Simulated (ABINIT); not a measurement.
Crystal: Ag.

```
Ag
1.0
     0.00000    2.04275    2.04275
     2.04275    0.00000    2.04275
     2.04275    2.04275    0.00000
Ag
1
Direct
  0.00000 0.00000 0.00000
```

Base run:

- Program: ABINIT 10.8.3 (patched build)
- Functional: PBEsol
- Potentials or basis: PseudoDojo NC SR PBEsol v0.4.1 standard
- Cutoff: 1007 eV
- k mesh: 8 × 8 × 8
- Occupations: fermi-dirac, width 0.05 eV
- Spin: no spin polarisation

Its results: band gap on the k mesh none (metal or under the smearing width); pressure -3.9 GPa.

Task: The run is repeated on the same cell with these changes: functional from PBEsol to LDA; potentials or basis from PseudoDojo NC SR PBEsol v0.4.1 standard to PseudoDojo NC SR LDA v0.4.1 standard; cutoff from 1007 eV to 1061 eV. What comes out?

Result: Band gap on the k mesh none (metal or under the smearing width); pressure -7.4 GPa.
